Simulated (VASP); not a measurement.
# A VASP 6.6.1 single-point calculation on GaAs

INCAR

```
NSW = 0
IBRION = -1
LWAVE = .FALSE.
NELM = 120
LCHARG = .FALSE.
GGA = PE
LASPH = .TRUE.
LREAL = .FALSE.
PREC = Accurate
ISPIN = 2
SIGMA = 0.02
ISMEAR = -1
ISIF = 2
EDIFF = 1E-7
MAGMOM = -1 1
ENCUT = 520
NBANDS = 16
```

KPOINTS

```
KPOINTS created by Atomic Simulation Environment
0
Gamma
8 8 8
0 0 0
```

POSCAR

```
Ga As
 1.0000000000000000
     0.0000000000000000    2.9866362998999998    2.8330831910000001
     2.9866362998999998    0.0000000000000000    2.8330831910000001
     2.9866362998999998    2.9866362998999998    0.0000000000000000
 Ga  As
   1   1
Cartesian
  0.0000000000000000  0.0000000000000000  0.0000000000000000
  1.4933181499499997  1.4933181499499997  1.4165415955000000
```

The recommended PBE PAW datasets give the neutral cell 18 valence electrons.

Command

```
mpirun -np 1 vasp_std
```

Predict the outcome of this run.

It converged. Results: pressure -3.2 GPa; magnetic moment of the cell 0.00 μB.

OSZICAR

```
N       E                     dE             d eps       ncg     rms          rms(c)
DAV:   1     0.818483924814E+02    0.81848E+02   -0.89126E+03  3904   0.147E+03
DAV:   2    -0.146189591152E+01   -0.83310E+02   -0.79879E+02  4368   0.304E+02
DAV:   3    -0.796241727882E+01   -0.65005E+01   -0.64799E+01  4632   0.657E+01
DAV:   4    -0.806775517564E+01   -0.10534E+00   -0.10532E+00  4632   0.933E+00
DAV:   5    -0.806929857261E+01   -0.15434E-02   -0.15434E-02  4792   0.100E+00    0.687E+00
DAV:   6    -0.819993878605E+01   -0.13064E+00   -0.35279E-01  4912   0.851E+00    0.288E+00
DAV:   7    -0.822547454786E+01   -0.25536E-01   -0.84676E-02  4504   0.326E+00    0.117E+00
DAV:   8    -0.822389266752E+01    0.15819E-02   -0.17629E-02  4512   0.905E-01    0.388E-01
DAV:   9    -0.822490448617E+01   -0.10118E-02   -0.41139E-03  4752   0.501E-01    0.210E-01
DAV:  10    -0.822512442205E+01   -0.21994E-03   -0.70182E-04  5160   0.257E-01    0.618E-02
DAV:  11    -0.822520968856E+01   -0.85267E-04   -0.93603E-05  4720   0.982E-02    0.323E-02
DAV:  12    -0.822526749075E+01   -0.57802E-04   -0.43467E-05  4448   0.480E-02    0.130E-02
DAV:  13    -0.822528170263E+01   -0.14212E-04   -0.18354E-05  4720   0.284E-02    0.328E-03
DAV:  14    -0.822528242733E+01   -0.72470E-06   -0.83885E-07  4592   0.674E-03    0.149E-03
DAV:  15    -0.822528266377E+01   -0.23644E-06   -0.22004E-07  4776   0.315E-03    0.853E-04
DAV:  16    -0.822528270764E+01   -0.43865E-07   -0.54220E-08  3976   0.153E-03
   1 F= -.82252827E+01 E0= -.82252799E+01  d E =-.563523E-05  mag=    -0.0000
```

For comparison, a separate PBE run of the intended cell, on usual settings and not on those above, gives a gap of 0.25 eV on its mesh and a pressure of -3.2 GPa.
